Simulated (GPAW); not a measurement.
# Cd (I4/mmm) in GPAW: single point with PBE

Aim: the single point of Cd with PBE.

All numbers are computed with GPAW 26.7.0; they aren't measurements. Logs are shortened: lines on timing, memory, paths and dates and some standing lists are left out, and cuts for length are marked. The log counts tension as positive stress, the text compression.

## 1. The cell of the first run

Symmetry: I4/mmm, No. 139, tetragonal system. The conventional cell has a = 3.569 Å, b = 3.569 Å, c = 3.497 Å, α = 90.00°, β = 90.00°, γ = 90.00°. Around Cd (site symmetry 4/mmm) lie 10 Cd at 3.07 to 3.50 Å.

This isn't the form of Cd at room conditions, which is hcp.

## 2. Single point, PBE (strain = -0.02)

File run.py:

```python
from ase.dft.bandgap import bandgap
from ase.io import read, write
from ase.units import Bohr, GPa
from gpaw import GPAW, PW
from gpaw.elf import elf_from_dft_calculation

atoms = read('POSCAR')

calc = GPAW(mode=PW(600),
            xc='PBE',
            kpts={'size': (10, 10, 10), 'gamma': True},
            occupations={'name': 'fermi-dirac', 'width': 0.05},
            nbands=13,
            convergence={'density': 1e-05, 'energy': 1e-05},
            maxiter=150,
            txt='gpaw.txt')
atoms.calc = calc
energy = atoms.get_potential_energy()
forces = atoms.get_forces()
stress = atoms.get_stress()
calc.write('gs.gpw')
write('result.traj', atoms)
print(f'Energy: {energy:.6f} eV')
print('Forces (eV/A):')
print(forces.round(4))
print('Stress (GPa):', (stress / GPa).round(3))
print('Fermi level:', round(calc.get_fermi_level(), 4), 'eV')
print(f'Gap: {bandgap(calc)[0]:.4f} eV, direct: {bandgap(calc, direct=True)[0]:.4f} eV')

# fields on the real-space grid
write('density.cube', atoms, data=calc.get_pseudo_density() * Bohr**3)
write('potential.cube', atoms, data=calc.get_electrostatic_potential())
write('elf.cube', atoms, data=elf_from_dft_calculation(calc).data)
```

File POSCAR:

```
Cd
1.0
   -1.7486355600      1.7843220000      1.7843220000
    1.7486355600     -1.7843220000      1.7843220000
    1.7486355600      1.7843220000     -1.7843220000
Cd
1
Direct
    0.0000000000      0.0000000000      0.0000000000
```

Potentials or basis: GPAW PAW data sets (gpaw-data 1.2.1), pw.

Launch:

```console
OMP_NUM_THREADS=1 python run.py
```

gpaw.txt:

```text
__  _  _
 | _ |_)|_||  |
 |__||  | ||/\| - 26.7.0

Input parameters:
  mode=PW(ecut=600.0),
  convergence={'density': 1e-05, 'energy': 1e-05},
  kpts=MonkhorstPack(size=(10, 10, 10), gamma=True),
  maxiter=150,
  nbands=13,
  occupations=Occupations(name='fermi-dirac', width=0.05),
  xc=XC(name='PBE')

Diagonalizing LCAO Hamiltonian
Converting LCAO to pw mode

       Cd

Atoms  # Å, Bohr magnetons
|   | symbol |        x |        y |        z |    initial magnetic moments |
|---|--------|----------|----------|----------|-----------------------------|
| 0 |     Cd | 0.000000 | 0.000000 | 0.000000 | ( 0.0000,  0.0000,  0.0000) |

Unit cell  # Å
| periodic |         x |         y |         z |  lengths |     angles |
|----------|-----------|-----------|-----------|----------|------------|
|      yes | -1.748636 |  1.784322 |  1.784322 | 3.070071 | 110.558818 |
|      yes |  1.748636 | -1.784322 |  1.784322 | 3.070071 | 108.930174 |
|      yes |  1.748636 |  1.784322 | -1.784322 | 3.070071 | 108.930174 |

Number of symmetries: 16
Symmetry operations  # r_c * U_cc + t_c -> r_c
|    | kind |            matrix            |
|----|------|------------------------------|
|  0 |  σ   |  1, 1, 1,  0, 0,-1,  0,-1, 0 |
|  1 |  C2  |  1, 1, 1,  0,-1, 0,  0, 0,-1 |
|  2 |  E   |  1, 0, 0,  0, 1, 0,  0, 0, 1 |
|  3 |  σ   |  1, 0, 0,  0, 0, 1,  0, 1, 0 |
|  4 |  C2  |  0, 1, 0,  1, 0, 0, -1,-1,-1 |
|  5 |  S4  |  0, 1, 0, -1,-1,-1,  1, 0, 0 |
|  6 |  S4  |  0, 0, 1,  1, 0, 0, -1,-1,-1 |
|  7 |  C2  |  0, 0, 1, -1,-1,-1,  1, 0, 0 |
|  8 |  σ   |  0, 0,-1,  1, 1, 1, -1, 0, 0 |
|  9 |  C4  |  0, 0,-1, -1, 0, 0,  1, 1, 1 |
| 10 |  C4  |  0,-1, 0,  1, 1, 1, -1, 0, 0 |
| 11 |  σ   |  0,-1, 0, -1, 0, 0,  1, 1, 1 |
| 12 |  C2  | -1, 0, 0,  0, 0,-1,  0,-1, 0 |
| 13 |  i   | -1, 0, 0,  0,-1, 0,  0, 0,-1 |
| 14 |  σ   | -1,-1,-1,  0, 1, 0,  0, 0, 1 |
| 15 |  C2  | -1,-1,-1,  0, 0, 1,  0, 1, 0 |

BZ-sampling:
  Number of BZ points: 1000
  Number of IBZ points: 102

  Monkhorst-Pack size: [10, 10, 10]
  Monkhorst-Pack shift: [0.05, 0.05, 0.05]

K-points  # in reciprocal-cell coordinates
|     |                                coordinates |     weight |
|-----|--------------------------------------------|------------|
|   0 | (  0.00000000,   0.00000000,   0.00000000) | 0.00100000 |
|   1 | (  0.10000000,  -0.10000000,  -0.10000000) | 0.00200000 |
|   2 | (  0.10000000,   0.00000000,  -0.10000000) | 0.00800000 |
|   3 | (  0.10000000,   0.00000000,   0.00000000) | 0.00400000 |
|   4 | (  0.10000000,   0.10000000,  -0.10000000) | 0.00400000 |
|   5 | (  0.20000000,  -0.20000000,  -0.20000000) | 0.00200000 |
|   6 | (  0.20000000,  -0.10000000,  -0.20000000) | 0.00800000 |
|   7 | (  0.20000000,  -0.10000000,  -0.10000000) | 0.00800000 |
|   8 | (  0.20000000,   0.00000000,  -0.20000000) | 0.00800000 |
|   9 | (  0.20000000,   0.00000000,  -0.10000000) | 0.01600000 |
| ... |                                            |            |
| 101 | (  0.50000000,   0.50000000,   0.50000000) | 0.00100000 |

Plane wave coefficients: 753
Cutoff: 600.0 eV

Spin-components: 1 (collinear spins)
Bands:           13
Projectors:      6
Spin-degeneracy: 2
Datatype:        complex128

Parallelization:
  kpt:    1
  domain: 1
  band:   1

Density:
  Valence electrons: 12.0
  Components: 1
  Grid points: [18 18 18]
  Charge: 0.0  # |e|

Potential:
  Grid points: [18 18 18]

species:
  Cd:
    name:    Cadmium
    Z:       48.0
    valence: 12
    core:    36
    charge:  0.0  # [|e|]
    compensation charges:
      type: gauss
      rc: 0.38  # [Å]
      lmax: 2
    cutoffs:
      filter: 2.12  # [Å]
      core: 2.62  # [Å]
    projectors
    | kind |    occ | energy [eV] | rcut [Å] |
    |------|--------|-------------|----------|
    |   5s |  2.000 |      -5.655 |    1.191 |
    |   5p |  0.000 |      -1.186 |    1.228 |
    |   4d | 10.000 |     -11.739 |    1.164 |
    |    s |        |      21.556 |    1.191 |
    |    p |        |      26.026 |    1.228 |
    |    d |        |      15.473 |    1.164 |

    Using partial waves for Cd as LCAO basis

Reference energy: -152173.118336  # eV

eigensolver:
  PPCG
  Converge bands: occupied
  niter=2

density mixing:
  MSR1-Mixer
  Pratt-step length: 0.05
  Maximum mixing coefficient: 0.75
  Old densities: 10
  SVD Regularization: 0.005
  Good broyden scale: 1.0
  Trust region scale: 1.0
  Backstep threshold: 4.0
  History deletion threshold: 6.0
  Fourier metric: weight=20.0, sigma=0.015

occupation numbers:
  Fermi-Dirac:
    width: 0.0500  # eV

poisson solver:
  ecut: 4800.0  # eV

xc functional:
  name: PBE with 2 nearest neighbor stencil

convergence criteria:
- Maximum integral of absolute [dens]ity change: 1e-05 electrons / valence electron
- Maximum [total energy] change in last 3 cyles: 1e-05 eV / valence electron
- Maximum integral of absolute [eigenst]ate change: 4e-08 eV^2 / valence electron
maximum number of iterations: 150

SCF iterations
|iter     | |      energy | eigst |  dens |
|---------|-|-------------|-------|-------|
|iter:   1| |   -0.919751 | -0.69 |       |
|iter:   2| |   -0.912388 | -2.79 | -1.45 |
|iter:   3| |   -0.881803 | -2.36 | -1.48 |
|iter:   4| |   -0.881427 | -3.84 | -1.98 |
|iter:   5| |   -0.881320 | -4.26 | -2.48 |
|iter:   6| |   -0.881320c| -7.19 | -4.16 |
|iter:   7| |   -0.881320c| -8.22c| -4.53 |
|iter:   8| |   -0.881320c| -9.22c| -5.79c|

Converged in 8 steps
Energy contributions relative to reference atoms: (reference = -152173.118336)

Energy contributions:
  Kinetic:           5.953233
  Coulomb:          -4.444345
  Zero:              0.104967
  External:          0.000000
  Xc:               -2.493414
  Entropy:          -0.003524
  Spinorbit:         0.000000
  ----------------------------
  Free energy:      -0.883082
  Extrapolated:     -0.881320

dipole moment: (-5.788985, -5.907127, -5.907127)  # |e|*Ang

Fermi level: 7.473
Eigenvalues  # (at kpt = [0.000, 0.000, 0.000])
| band index |      eig [eV] | occ [0-2] |
|------------|---------------|-----------|
|          0 |        -1.857 |     2.000 |
|          1 |        -1.816 |     2.000 |
|          2 |        -1.816 |     2.000 |
|          3 |        -1.348 |     2.000 |
|          4 |        -1.225 |     2.000 |
|          5 |        -1.181 |     2.000 |
|          6 |        22.099 |     0.000 |
|          7 |        22.099 |     0.000 |
|          8 |        22.442 |     0.000 |
|          9 |        23.326 |     0.000 |
|         10 |        23.326 |     0.000 |
|         11 |        23.588 |     0.000 |
|         12 |        25.763 |     0.000 |

No gap
No difference between direct/indirect transitions

Forces  # eV/Ang
|       x |       y |       z |
|---------|---------|---------|
| 0.00000 | 0.00000 | 0.00000 |  # Cd   0

Stress tensor  # eV/Ang^3
|         x |         y |         z |
|-----------|-----------|-----------|
| -0.001698 |  0.000000 |  0.000000 |
|  0.000000 | -0.013413 |  0.000000 |
|  0.000000 |  0.000000 | -0.013413 |

# Writing to gs.gpw (mode='')
```

stdout:

```text
Energy: -0.881320 eV
Forces (eV/A):
[[0. 0. 0.]]
Stress (GPa): [-0.272 -2.149 -2.149  0.     0.     0.   ]
Fermi level: 7.4734 eV
Gap: 0.0000 eV, direct: 0.0000 eV
```

Wall time 27 s (1 thread of AMD EPYC 7R43 (Zen 3), shared host); peak memory 0.15 GiB.

What came out:

```yaml
Free_energy: -0.8831 eV
Pressure: 1.5 GPa
Band_gap_on_the_k_mesh: none (metal or under the smearing width)
```

Caveat: the density grid can change from cell to cell, which puts small steps into energies and stress.
